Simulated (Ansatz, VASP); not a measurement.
Ta: VASP beside Ansatz

The input INCAR:

```
SYSTEM = Ta
  PREC = Accurate
  ENCUT = 520
  EDIFF = 1E-6
  ISMEAR = -1
  SIGMA = 0.1
  LREAL = .False.
  LASPH = .True.
  NELM = 80
  ALGO = Normal
  ISIF = 2
  LWAVE = .False.
  LCHARG = .True.
  GGA = RE
  LELF = .True.
  LVHAR = .True.
  NBANDS = 18
```

Contents of KPOINTS:

```
Automatic mesh
0
Gamma
  10 10 10
  0 0 0
```

The input POSCAR:

```
Ta
1.0
    0.0000000000      3.1129510321      3.1129510321
    3.1129510321      0.0000000000      3.1129510321
    3.1129510321      3.1129510321      0.0000000000
Ta
2
Direct
    0.1250000000      0.1250000000      0.1250000000
    0.8750000000      0.8750000000      0.8750000000
```

Input for Ansatz:

```yaml
crystal:
  lattice:
    - [0.0, 3.1129510321, 3.1129510321]
    - [3.1129510321, 0.0, 3.1129510321]
    - [3.1129510321, 3.1129510321, 0.0]
  atoms:
    - { symbol: Ta, position: [0.125, 0.125, 0.125] }
    - { symbol: Ta, position: [0.875, 0.875, 0.875] }
hamiltonian:
  xc: revpbe
  pseudopotentials:
    kind: paw
    azcp:
      Ta: "pseudopotentials/Ta.paw.azcp"
basis:
  ecutwfc: 420
  fft_grid_basis: typed
kpoints:
  mp_grid: { grid: [10, 10, 10], shift: [0, 0, 0] }
magnetization:
  spin_polarized: false
scf:
  occupations: { method: fermi_dirac, width: 0.1 }
  lower_state_search: "off"
output:
  stress: true
```

Alike in both runs: task single point; functional revPBE; k mesh 10 × 10 × 10; occupations fermi-dirac, width 0.1 eV; no spin polarisation.

|  | VASP | Ansatz |
| --- | --- | --- |
| version | VASP 6.6.1 | Ansatz 0.2.0 |
| potentials or method | VASP PAW PBE potentials, release 64 (Ta_pv) | plane waves (420 eV) with PAW, scalar-relativistic |
| plane-wave cutoff (eV) | 520 | 420 |
| valence electrons in the cell | 22 | 26 |

|  | VASP | Ansatz | Ansatz less VASP |
| --- | --- | --- | --- |
| pressure (GPa) | -2.4 | -2.4 | +0.01 |

With one functional, cell and mesh, what is left measures potentials, basis and numerics. The two sets of potentials don't hold the same shells in valence.

Caveats: the PAW data sets were made with another functional, which shifts forces and pressure a little (VASP). The runs have no spin-orbit coupling, so splittings on Ta are missing.
